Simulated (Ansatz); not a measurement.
Here is an Ansatz 0.2.0 calculation.

Contents of input.yaml:

```yaml
crystal:
  lattice:
    - [0.0, 2.9305, 2.9305]
    - [2.9305, 0.0, 2.9305]
    - [2.9305, 2.9305, 0.0]
  atoms:
    - { symbol: In, position: [0.0, 0.0, 0.0] }
    - { symbol: P, position: [0.75, 0.75, 0.75] }
hamiltonian:
  xc: pbe
  pseudopotentials: { kind: paw }
kpoints:
  mp_grid: { grid: [8, 8, 8] }
scf:
  occupations: { method: gaussian, width: 0.012 }
output:
  forces: true
  stress: true
  eigenvalues: true
```

Potentials or basis: Ansatz PAW.

Run with:

```sh
$ ansatz run input.yaml --threads 2 --pin off --max-ram 5632MiB --backend cpu --events-out ev --progress --plain --runs-dir out
```

Question: Estimate the pressure.

Answer: 3.3 GPa.

Question: What does it give for the band gap on the k mesh?

Answer: 0.72 eV, direct.

Caveat: spin-orbit coupling is left out, which moves the levels of the heavy elements.

**What was measured.**

From a printed reference work, data compilation, for a bulk crystal of InP at 1.6 K: band gap 1.4236 eV (direct).

Measured gap of InP: 1.4236 eV (direct; 1.6 K; a printed reference work, data compilation). This calculation gives 0.72 eV (-0.71 eV). Spin-orbit coupling on In is left out. The value is that of PBE, without temperature or zero-point motion. Semilocal functionals fall short of measured gaps as a rule.
